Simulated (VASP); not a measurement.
# Bi (C2/m) in VASP: further runs

One crystal, Bi, is run at these levels: PBE; tasks: single point, relaxation of cell and atoms.

Everything below comes from runs of VASP 6.6.1. Logs are shortened: lines on timing, memory, paths and dates and some standing lists are left out, and cuts for length are marked.

### Step 1. The structure

Symmetry: C2/m, No. 12, monoclinic system. The conventional cell has a = 4.489 Å, b = 4.770 Å, c = 3.286 Å, α = 90.00°, β = 95.64°, γ = 90.00°. Around Bi (site symmetry 2/m) lie 6 Bi at 3.28 to 3.29 Å.

The cell was built by a generator and needn't be a form met in nature.

### Step 2. Single point, PBE

INCAR reads:

```
ALGO = Normal ; EDIFF = 1E-6
ENCUT = 520 ; GGA = PE
ISIF = 2 ; ISMEAR = 0
LASPH = True ; LCHARG = True
LELF = True ; LREAL = False
LVHAR = True ; LWAVE = False
NBANDS = 30 ; NELM = 100
PREC = Accurate ; SIGMA = 0.1
```

KPOINTS reads:

```
k-points
0
Gamma
  4 4 4
```

POSCAR reads:

```
Bi
1.0
    4.1575142371     -2.3850359318      0.0574724716
    4.1575142371      2.3850359318      0.0574724716
   -0.0743744945      0.0000000000      5.2958314769
Bi
3
Direct
    0.6666653985      0.6666653985      0.6666668108
    0.3333346015      0.3333346015      0.3333331892
    0.0000000000      0.0000000000      0.0000000000
```

Potentials or basis: VASP PAW PBE potentials, release 64 (Bi_d).

Command:

```bash
$ cat potpaw_PBE.64/Bi_d/POTCAR > POTCAR
$ mpirun -np 1 vasp_std > vasp.out
```

OUTCAR:

```text
EDIFF = 1E-6
   ENCUT = 520
   GGA = PE
   ISIF = 2
   ISMEAR = 0
   LASPH = True
   LREAL = False
   NELM = 100
   PREC = Accurate

 ion  position               nearest neighbor table
   1  0.667  0.667  0.667-   3 3.28   3 3.28   2 3.28   2 3.28   2 3.29   3 3.29
   2  0.333  0.333  0.333-   3 3.28   3 3.28   1 3.28   1 3.28   1 3.29   3 3.29
   3  0.000  0.000  0.000-   1 3.28   1 3.28   2 3.28   2 3.28   1 3.29   2 3.29

  LATTYP: Found a base centered monoclinic cell.
 ALAT       =     8.3158229218
 B/A-ratio  =     0.5736139295
 C/A-ratio  =     0.6369007322
 COS(beta)  =    -0.0002201683

  Lattice vectors:

 A1 = (   4.1575142371,  -2.3850359318,   0.0574724716)
 A2 = (   4.1575142371,   2.3850359318,   0.0574724716)
 A3 = (  -0.0743744945,   0.0000000000,   5.2958314769)

Analysis of symmetry for initial positions (statically):
=====================================================================
 Subroutine PRICEL returns following result:

  LATTYP: Found a base centered monoclinic cell.
 ALAT       =     4.4894657450
 B/A-ratio  =     1.0625032319
 C/A-ratio  =     0.7319552913
 COS(beta)  =    -0.0983650436

  Lattice vectors:

 A1 = (  -1.4106506883,   2.3850359318,   1.7461209035)
 A2 = (  -1.4106190216,  -2.3850359318,   1.7461190509)
 A3 = (   2.7468952155,   0.0000000000,   1.8035915225)

   3 primitive cells build up your supercell.

 Routine SETGRP: Setting up the symmetry group for a
 base centered monoclinic supercell.

 Subroutine GETGRP returns: Found  4 space group operations
 (whereof  4 operations were pure point group operations)
 out of a pool of  4 trial point group operations.

The static configuration has the point symmetry C_2h.

Analysis of symmetry for dynamics (positions and initial velocities):
=====================================================================
 Subroutine PRICEL returns following result:

  LATTYP: Found a base centered monoclinic cell.
 ALAT       =     4.4894657450
 B/A-ratio  =     1.0625032319
 C/A-ratio  =     0.7319552913
 COS(beta)  =    -0.0983650436

  Lattice vectors:

[... 100 lines left out ...]
 SYSTEM =  unknown system
   PREC   = accura    normal or accurate (medium, high low for compatibility)
   ISTART =      0    job   : 0-new  1-cont  2-samecut
   ICHARG =      2    charge: 1-file 2-atom 10-const
   ISPIN  =      1    spin polarized calculation?
   LNONCOLLINEAR =      F non collinear calculations
   LSORBIT =      F    spin-orbit coupling
   LASPH  =      T    aspherical Exc in radial PAW
   ENCUT  =  520.0 eV  38.22 Ry    6.18 a.u.   8.91  8.91  9.85*2*pi/ulx,y,z
   NELM   =    100;   NELMIN=  2; NELMDL= -5     # of ELM steps
   EDIFF  = 0.1E-05   stopping-criterion for ELM
   LREAL  =      F    real-space projection
   EDIFFG = 0.1E-04   stopping-criterion for IOM
   NSW    =      0    number of steps for IOM
   IBRION =     -1    ionic relax: 0-MD 1-quasi-New 2-CG
   NFREE  =      0    steps in history (QN), initial steepest desc. (CG)
   ISIF   =      2    stress and relaxation
   ISYM   =      2    0-nonsym 1-usesym 2-fastsym
   POTIM  = 0.5000    time-step for ionic-motion
   TEBEG  =    0.0;   TEEND  =   0.0 temperature during run
   PSTRESS=    0.0 pullay stress
   NELECT =      45.0000    total number of electrons
   NUPDOWN=      -1.0000    fix difference up-down
   EMIN   =  10.00;   EMAX   =-10.00  energy-range for DOS
   EFERMI =   0.00;   METHOD = LEGACY
   ISMEAR =     0;   SIGMA  =   0.10  broadening in eV -4-tet -1-fermi 0-gaus
   EFERMI_NEDOS =   21; number of points for ismear=-14 and -15
   IALGO  =     38    algorithm
   IMIX   =      4    mixing-type and parameters
     AMIX     =   0.40;   BMIX     =  1.00
     AMIX_MAG =   1.60;   BMIX_MAG =  1.00
  volume/ion in A,a.u.               =      35.02       236.29
  Fermi-wavevector in a.u.,A,eV,Ry     =   1.234108  2.332127 20.721992  1.523023
  Thomas-Fermi vector in A             =   2.368812
   LORBIT       =      0    0 simple, 1 ext, 2 COOP (PROOUT), +10 PAW based schemes
   GGA     = PE    functional components
   LHFCALC =     F    Hartree Fock is set to
   AEXX    =    0.0000 exact exchange contribution
   IVDW    =     0    specifies the selected vdW correction
   LEPSILON=     F    determine dielectric tensor
   LRPA    =     F    only Hartree local field effects (RPA)
 non-spin polarized calculation
 Gauss-broadening in eV      SIGMA  =   0.10
  energy-cutoff  :      520.00
  volume of cell :      105.05
 maximum number of plane-waves:      2853
   NGX = 17   NGY = 17   NGZ = 19

 number of electron      44.9999986 magnetization

 Free energy of the ion-electron system (eV)
  ---------------------------------------------------
  ext. energy  EPLUGINS =         0.00000000
  ---------------------------------------------------
  free energy    TOTEN  =       -11.51772644 eV

  energy without entropy =      -11.50504802  energy(sigma->0) =      -11.51138723

 E-fermi :   6.4427     XC(G=0):  -9.6055

 val. band max:        6.4088060012   @ k =   0.0000   0.0000   0.5000
 cond. band min:       6.4547476886   @ k =  -0.2500   0.2500   0.2500
 fundamental gap:      0.0459416874
 Fermi energy:         6.4427043305

 k-point     1 :       0.0000    0.0000    0.0000
  band No.  band energies     occupation
      1     -16.5677      2.00000
      2     -16.5617      2.00000
      3     -16.3907      2.00000
      4     -16.3907      2.00000
      5     -16.3888      2.00000
      6     -16.3888      2.00000
[... 781 lines left out ...]
     29      12.9535      0.00000
     30      15.6129      0.00000

------------------------ aborting loop because EDIFF is reached ----------------------------------------

  FORCE on cell =-STRESS in cart. coord.  units (eV):
  Direction    XX          YY          ZZ          XY          YZ          ZX
  --------------------------------------------------------------------------------------
  -------------------------------------------------------------------------------------
  Total       -0.1967952     -0.1337671      0.0269811      0.0000000      0.0000000     -0.0157631
  in kB       -3.0015670     -2.0402469      0.4115224      0.0000000      0.0000000     -0.2404218
  external PRESSURE =      -1.5434305 kB  Pullay stress =       0.0000000 kB

 VOLUME and BASIS-vectors are now :
 -----------------------------------------------------------------------------
  energy-cutoff  :      520.00
  volume of cell :      105.05
      direct lattice vectors                 reciprocal lattice vectors
     4.157514237 -2.385035932  0.057472472     0.120240827 -0.209640447  0.001688658
     4.157514237  2.385035932  0.057472472     0.120240827  0.209640447  0.001688658
    -0.074374494  0.000000000  5.295831477    -0.002609803  0.000000000  0.188791109

 POSITION                                       TOTAL-FORCE (eV/Angst)
 -----------------------------------------------------------------------------------
      5.49376      0.00000      3.60718        -0.000000      0.000000      0.000000
      2.74690      0.00000      1.80359         0.000000     -0.000000     -0.000000
      0.00000      0.00000      0.00000        -0.000000     -0.000000      0.000000
 -----------------------------------------------------------------------------------
    total drift:                                0.000000      0.000000     -0.000000

  FREE ENERGIE OF THE ION-ELECTRON SYSTEM (eV)
  ---------------------------------------------------
  free  energy   TOTEN  =       -11.5177264431 eV

  energy  without entropy=      -11.5050480234  energy(sigma->0) =      -11.51138723
```

stdout:

```text
POSCAR found type information on POSCAR Bi
 POSCAR found :  1 types and       3 ions
 scaLAPACK will be used
 LDA part: xc-table for (Slater+PW92), standard interpolation
 POSCAR, INCAR and KPOINTS ok, starting setup
 FFT: planning ... GRIDC
 FFT: planning ... GRID_SOFT
 FFT: planning ... GRID
 WAVECAR not read
 entering main loop
```

Run time: 34 s. Hardware: 1 thread of AMD EPYC 9R14 (Zen 4), shared host; peak memory 0.2 GiB.

Results:

```yaml
Free_energy: -11.5177 eV
Pressure: -0.2 GPa
Band_gap_on_the_k_mesh: none (metal or under the smearing width)
```

Stress tensor (GPa, compression positive):
```
-0.30  0.00 -0.02
 0.00 -0.20  0.00
-0.02  0.00  0.04
```

Caveat: the k mesh is coarse (spacing up to 0.38 Å⁻¹), so the values aren't converged; spin-orbit coupling is left out, which moves the levels of the heavy elements.

### Step 3. Relaxation of cell and atoms, PBE

This run uses another cell than the first one, of 30.83 Å³/atom, 0.881 times its volume.

INCAR reads:

```
SYSTEM = Bi
ALGO = Normal ; EDIFF = 1E-6
EDIFFG = -0.04 ; ENCUT = 600
GGA = PE ; IBRION = 2
ISIF = 3 ; ISMEAR = 0
LASPH = .True. ; LCHARG = .False.
LREAL = .False. ; LWAVE = .False.
NELM = 100 ; NSW = 90
PREC = Accurate ; SIGMA = 0.1
```

KPOINTS reads:

```
k-points
0
Gamma
  4 4 4
  0 0 0
```

POSCAR reads:

```
Bi
1.0
    4.4540815817     -2.4943950891      0.0000000000
    4.4540815817      2.4943950891      0.0000000000
   -0.1372274964      0.0000000000      4.1629531063
Bi
3
Direct
    0.6760000000      0.6760000000      0.6750000000
    0.3240000000      0.3240000000      0.3250000000
    0.0000000000      0.0000000000      0.0000000000
```

Potentials or basis: VASP PAW PBE potentials, release 64 (Bi_d).

Command:

```bash
$ cat potpaw_PBE.64/Bi_d/POTCAR > POTCAR
$ mpirun -np 1 vasp_std > vasp.out
```

OUTCAR:

```text
SYSTEM = Bi
   EDIFF = 1E-6
   EDIFFG = -0.04
   ENCUT = 600
   GGA = PE
   IBRION = 2
   ISIF = 3
   ISMEAR = 0
   LASPH = .True.
   LREAL = .False.
   NELM = 100
   NSW = 90
   PREC = Accurate

 ion  position               nearest neighbor table
   1  0.676  0.676  0.675-   3 3.15   2 3.20   2 3.20   3 3.26   3 3.26   2 3.41   2 3.88   2 3.88

   2  0.324  0.324  0.325-   3 3.15   1 3.20   1 3.20   3 3.26   3 3.26   1 3.41   1 3.88   1 3.88

   3  0.000  0.000  0.000-   1 3.15   2 3.15   1 3.26   1 3.26   2 3.26   2 3.26

  LATTYP: Found a base centered monoclinic cell.
 ALAT       =     8.9081631634
 B/A-ratio  =     0.5600245625
 C/A-ratio  =     0.4675727418
 COS(beta)  =    -0.0329460833

  Lattice vectors:

 A1 = (   4.4540815817,  -2.4943950891,   0.0000000000)
 A2 = (   4.4540815817,   2.4943950891,   0.0000000000)
 A3 = (  -0.1372274964,   0.0000000000,   4.1629531063)

Analysis of symmetry for initial positions (statically):
=====================================================================
 Subroutine PRICEL returns:
 Original cell was already a primitive cell.

 Routine SETGRP: Setting up the symmetry group for a
 base centered monoclinic supercell.

 Subroutine GETGRP returns: Found  4 space group operations
 (whereof  4 operations were pure point group operations)
 out of a pool of  4 trial point group operations.

The static configuration has the point symmetry C_2h.

Analysis of symmetry for dynamics (positions and initial velocities):
=====================================================================
 Subroutine PRICEL returns:
 Original cell was already a primitive cell.

 Routine SETGRP: Setting up the symmetry group for a
 base centered monoclinic supercell.

 Subroutine GETGRP returns: Found  4 space group operations
 (whereof  4 operations were pure point group operations)
 out of a pool of  4 trial point group operations.

The dynamic configuration has the point symmetry C_2h.

 Subroutine INISYM returns: Found  4 space group operations
 (whereof  4 operations are pure point group operations),
 and found     1 'primitive' translations

[... 116 lines left out ...]
  volume/ion in A,a.u.               =      30.83       208.08
  Fermi-wavevector in a.u.,A,eV,Ry     =   1.287540  2.433098 22.555180  1.657759
  Thomas-Fermi vector in A             =   2.419548
   LORBIT       =      0    0 simple, 1 ext, 2 COOP (PROOUT), +10 PAW based schemes
   GGA     = PE    functional components
   LHFCALC =     F    Hartree Fock is set to
   AEXX    =    0.0000 exact exchange contribution
   IVDW    =     0    specifies the selected vdW correction
   LEPSILON=     F    determine dielectric tensor
   LRPA    =     F    only Hartree local field effects (RPA)
 conjugate gradient relaxation of ions
 non-spin polarized calculation
 Gauss-broadening in eV      SIGMA  =   0.10
  energy-cutoff  :      600.00
  volume of cell :       92.50
 maximum number of plane-waves:      3110
 NGX is ok and might be reduce to    42
   NGX = 21   NGY = 21   NGZ = 17

--------------------------------------- Ionic step        1  -------------------------------------------

 number of electron      45.0000001 magnetization

 Free energy of the ion-electron system (eV)
  ---------------------------------------------------
  ext. energy  EPLUGINS =         0.00000000
  ---------------------------------------------------
  free energy    TOTEN  =       -10.96481473 eV

  energy without entropy =      -10.94581504  energy(sigma->0) =      -10.95531488

 E-fermi :   7.9194     XC(G=0): -10.2773

 val. band max:        7.9192636276   @ k =   0.2500   0.0000   0.2500
 cond. band min:       7.9964171824   @ k =   0.2500   0.0000   0.5000
 fundamental gap:      0.0771535548
 Fermi energy:         7.9193861470

 k-point     1 :       0.0000    0.0000    0.0000
  band No.  band energies     occupation
      1     -15.1490      2.00000
      2     -15.1489      2.00000
      3     -14.9763      2.00000
      4     -14.9731      2.00000
      5     -14.9642      2.00000
      6     -14.9582      2.00000
[... 813 lines left out ...]
  FREE ENERGIE OF THE ION-ELECTRON SYSTEM (eV)
  ---------------------------------------------------
  free  energy   TOTEN  =       -11.1230057478 eV

  energy  without entropy=      -11.1058793939  energy(sigma->0) =      -11.11444257

[... ionic steps 4 to 11 ...]

--------------------------------------- Ionic step       12  -------------------------------------------

 number of electron      45.0000011 magnetization

------------------------ aborting loop because EDIFF is reached ----------------------------------------
[... 69 lines left out ...]
--------------------------------------- Ionic step       14  -------------------------------------------

 number of electron      45.0000008 magnetization

 Free energy of the ion-electron system (eV)
  ---------------------------------------------------
  ext. energy  EPLUGINS =         0.00000000
  ---------------------------------------------------
  free energy    TOTEN  =       -11.51128798 eV

  energy without entropy =      -11.49504334  energy(sigma->0) =      -11.50316566

 E-fermi :   6.4402     XC(G=0):  -9.5908

 val. band max:        6.1680485352   @ k =   0.5000   0.5000   0.2500
 cond. band min:       6.4659536590   @ k =  -0.2500   0.2500   0.2500
 fundamental gap:      0.2979051239
 Fermi energy:         6.4401735635

 k-point     1 :       0.0000    0.0000    0.0000
  band No.  band energies     occupation
      1     -16.5814      2.00000
      2     -16.5811      2.00000
      3     -16.4045      2.00000
      4     -16.4045      2.00000
      5     -16.4038      2.00000
      6     -16.4037      2.00000
[... 739 lines left out ...]
  FREE ENERGIE OF THE ION-ELECTRON SYSTEM (eV)
  ---------------------------------------------------
  free  energy   TOTEN  =       -11.5112879808 eV

  energy  without entropy=      -11.4950433442  energy(sigma->0) =      -11.50316566

 reached required accuracy - stopping structural energy minimisation
```

CONTCAR:

```text
Bi
   1.00000000000000
     4.1134006929675513   -2.3733880614440066    0.0710668287665156
     4.1134006929675513    2.3733880614440066    0.0710668287665156
    -0.0973913491712041    0.0000000000000000    5.3892557902058247
  Bi
     3
Direct
     0.6667923359465716    0.6667923359465716    0.6668940427416585
     0.3332076640534283    0.3332076640534283    0.3331059572583413
     1.0000000000000000    1.0000000000000000    1.0000000000000000

  0.00000000E+00  0.00000000E+00  0.00000000E+00
  0.00000000E+00  0.00000000E+00  0.00000000E+00
  0.00000000E+00  0.00000000E+00  0.00000000E+00
```

It took 6.5 min on 1 thread of AMD EPYC 9R14 (Zen 4), shared host; peak memory 0.25 GiB.

What came out:

| Property | Result |
| --- | --- |
| Free energy | -11.5113 eV |
| Relaxed volume | 35.09 Å³/atom |
| Relaxed cell | a = 4.750 Å, b = 4.750 Å, c = 5.390 Å, α = 90.04°, β = 90.04°, γ = 59.96° |
| Space group after relaxing (to 0.05 Å) | R-3m (No. 166) |
| Energy gained by relaxing | 182.2 meV/atom |
| Ionic steps | 14 |
| Pressure after relaxing | -0.1 GPa |
| Largest force after relaxing | 0.012 eV/Å |
| Band gap on the k mesh | none (metal or under the smearing width) |

Forces on the atoms (eV/Å):
```
Bi  -0.007  0.000 -0.009
Bi   0.007  0.000  0.009
Bi   0.000  0.000  0.000
```

Step by step:
| step | energy change (eV) | largest force (eV/Å) | pressure (GPa) | volume (Å³) |
| --- | --- | --- | --- | --- |
| 1 | 0.0000 | 0.4004 | 4.96 | 92.50 |
| 2 | -0.1423 | 0.1498 | -1.82 | 105.85 |
| 3 | -0.1582 | 0.2041 | -0.40 | 102.40 |
| 4 | -0.2230 | 0.1919 | -0.52 | 103.18 |
| 5 | -0.3941 | 0.1123 | -0.56 | 104.91 |
| 6 | -0.4561 | 0.1565 | 0.08 | 105.84 |
| 7 | -0.5000 | 0.0739 | -0.28 | 105.88 |
| 8 | -0.4965 | 0.0385 | -0.46 | 105.67 |
| 9 | -0.5041 | 0.0562 | -0.38 | 105.81 |
| 10 | -0.5430 | 0.1227 | -0.12 | 105.38 |
| 11 | -0.5431 | 0.1265 | -0.11 | 105.36 |
| 12 | -0.5449 | 0.0853 | 0.04 | 105.00 |
| 13 | -0.5458 | 0.0329 | 0.24 | 104.52 |
| 14 | -0.5465 | 0.0117 | -0.11 | 105.26 |

Final structure:
```
Bi
1.0
     4.11340   -2.37339    0.07107
     4.11340    2.37339    0.07107
    -0.09739    0.00000    5.38926
Bi
3
Direct
  0.66679 0.66679 0.66689
  0.33321 0.33321 0.33311
  0.00000 0.00000 0.00000
```

Caveat: the k mesh is coarse (spacing up to 0.38 Å⁻¹), so the values aren't converged; spin-orbit coupling is left out, which moves the levels of the heavy elements.

(Part 1 of 2 ends here.)
